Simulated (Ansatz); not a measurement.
# LiCl under changes of volume

One of the cells (16.871 Å³/atom); the others are scaled copies at fixed shape and fractional positions:

```
Cl Li
1.0
     0.00000    2.56477    2.56477
     2.56477    0.00000    2.56477
     2.56477    2.56477    0.00000
Cl Li
1 1
Direct
  0.50000 0.50000 0.50000
  0.00000 0.00000 0.00000
```

* Program: Ansatz 0.2.0
* Functional: PBE
* Potentials or basis: Ansatz PAW
* Cutoff: 420 eV (not typed: the program's choice for these potentials)
* k mesh: 9 × 9 × 9
* Occupations: fermi-dirac, width 0.05 eV
* Spin: no spin polarisation

```csv
volume (Å³/atom),energy over the lowest point (meV/atom),pressure (GPa),gap on the mesh (eV)
15.859,9.74,2.8,6.70
16.196,?,?,?
16.534,1.72,1.1,6.45
16.871,0.16,0.4,6.33
17.209,0.00,-0.2,6.22
17.546,1.12,-0.8,6.11
17.883,3.38,-1.3,6.01
```

What does the run at 16.196 Å³/atom give?

Energy over the lowest point 4.86 meV/atom; pressure 1.9 GPa; gap on the mesh 6.57 eV.

Worked out: A Birch-Murnaghan fit of order 3 (a polynomial in V^(-2/3)) to the other rows has its minimum at 17.08 Å³/atom with B0 = V·E''(V) = 32 GPa and B' = 4.3. It gives 4.86 meV/atom at 16.196 Å³/atom, against the run's 4.86, and -dE/dV = 1.9 GPa, against 1.9. A straight line through the other rows of the gap, of slope -5.76 eV per unit of ln V (its deformation potential), gives 6.57 eV, against the run's 6.57.

Energies are extrapolated to zero smearing.

Caveats: odd divisions of the mesh miss points on the zone boundary, where band edges often lie, so the gap on the mesh can be too wide.

A mesh can miss the band edges.
